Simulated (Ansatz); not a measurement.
# BaS under strains and displacements

The calculation used Ansatz, DFT PBEsol, scalar-relativistic, plane waves, PAW.

Plane waves to 420 eV, a k mesh through Γ of 8×8×8 on the computed 2-atom cell and Gaussian smearing (0.02 eV); no spin polarisation.

Reference cell:

```xyz
2
Lattice="0.0000 3.1938 3.1938 3.1938 0.0000 3.1938 3.1938 3.1937 0.0000" Properties=species:S:1:pos:R:3 pbc="T T T"
Ba    0.0000    0.0000    0.0000
S     3.1938    3.1937    3.1938
```

Each variant moves atoms of this cell by the vectors given, if any (Å), and then applies a symmetric strain (tensor components, Cartesian axes). The reference cell isn't relaxed at this level. Energies are per atom at zero smearing, counted from the lowest variant. Pressure is positive in compression.

1. strain (xx yy zz yz xz xy, %) 0.27 4.37 -0.53 0.76 -1.64 0.44; moves: Ba1 (-0.028, 0.053, 0.003); S2 (0.028, -0.053, -0.003)
2. strain (xx yy zz yz xz xy, %) -6.92 -2.84 4.12 -2.41 -3.65 -5.37; moves: Ba1 (-0.007, 0.028, -0.007); S2 (0.007, -0.028, 0.007)
3. strain (xx yy zz yz xz xy, %) 3.33 0.33 0.33 -1.26 1.10 1.10; moves: Ba1 (-0.003, -0.021, -0.021); S2 (0.003, 0.021, 0.021)
4. strain (xx yy zz yz xz xy, %) -0.45 -0.45 -0.45 0.00 0.00 0.00
5. strain (xx yy zz yz xz xy, %) 0.36 1.86 0.36 0.00 0.00 0.00; moves: Ba1 (0.000, -0.060, 0.000); S2 (0.000, 0.060, 0.000)
6. strain (xx yy zz yz xz xy, %) 0.82 0.82 0.82 -1.00 -1.00 -1.00
7. strain (xx yy zz yz xz xy, %) -3.95 -2.78 -4.61 -0.49 0.00 0.00; moves: Ba1 (0.000, -0.059, 0.012); S2 (0.000, 0.059, -0.012)

```tsv
result	ΔE (meV/atom)	P (GPa)	largest force (eV/Å)	gap on mesh (eV)
A	12.8	-2.12	0.00	2.07
B	0.0	-0.58	0.00	2.06
C	32.3	-2.38	0.12	2.11
D	25.9	-2.52	0.10	2.08
E	16.9	-2.01	0.16	2.14
F	100.8	2.76	0.17	1.58
G	49.7	5.27	0.30	1.84
```

Question: Which variant gave which result?

Answer: A is 6, B is 4, C is 1, D is 3, E is 5, F is 2, G is 7.

Spin-orbit coupling is left out, which matters for the bands of heavy elements.